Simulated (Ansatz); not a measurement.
Runs of Ansatz 0.2.0 on GaN. It takes space group F-43m (No. 216, cubic). The conventional cell has a = 4.507 Å, b = 4.507 Å, c = 4.507 Å, α = 90.00°, β = 90.00°, γ = 90.00°. Around Ga (site symmetry -43m) lie 4 N at 1.95 Å. N (site symmetry -43m) has 4 Ga at 1.95 Å as nearest neighbours. The cell is a database's computed one.

| task | level | spin | cell | cutoff (eV) | smearing | points for each segment of the path | gap on the mesh (eV) | pressure (GPa) | V0 of scaled cells (Å³/atom) | relaxed volume (Å³/atom) | B0 (GPa) |
| --- | --- | --- | --- | --- | --- | --- | --- | --- | --- | --- | --- |
| equation of state | PBEsol | off | as given | 420 | fermi-dirac 0.05 eV | - | - | - | 11.38 | - | 188 |
| relaxation of cell and atoms | BPBE | off | relaxed | 420 | fermi-dirac 0.05 eV | - | 1.55 | 0.0 | - | (c) | - |
| band structure | m-r2SCAN | off | as given | 500 | fermi-dirac 0.05 eV | 14 | 2.13 | (b) | - | - | - |
| relaxation of cell and atoms | revPBE | off | relaxed | 420 | fermi-dirac 0.05 eV | - | 1.46 | 0.0 | - | (d) | - |
| relaxation of cell and atoms | r2SCAN+D4 | off | relaxed | 500 | fermi-dirac 0.05 eV | - | 2.24 | 0.0 | - | 11.26 | - |
| relaxation of cell and atoms | BLYP+D3(BJ) | off | relaxed | 420 | fermi-dirac 0.05 eV | - | 1.73 | 0.0 | - | 11.60 | - |
| Born charges and dielectric tensor | PBEsol | off | as given | 420 | fixed | - | 1.66 | - | - | - | - |
| equation of state | LDA | SOC, no magnetisation | as given | 420 | fermi-dirac 0.05 eV | - | - | - | (a) | - | 203 |

Alike in all rows: potentials or basis Ansatz PAW; k mesh 10 × 10 × 10.

Q: Estimate the missing entries.

A: (a) 11.05; (b) -1.2; (c) 11.74; (d) 11.96.

Caveats: the PAW data sets come from PBE, with cores solved anew for the run's functional, which leaves a small shift of forces and pressure (some runs); the plane-wave basis is chosen anew once the cell has moved, so the energies of steps on either side of that aren't comparable (some runs).

A k mesh can miss the band edges, and rows without SOC leave out spin-orbit coupling on Ga.

Runs at the PBE level aren't shown here.
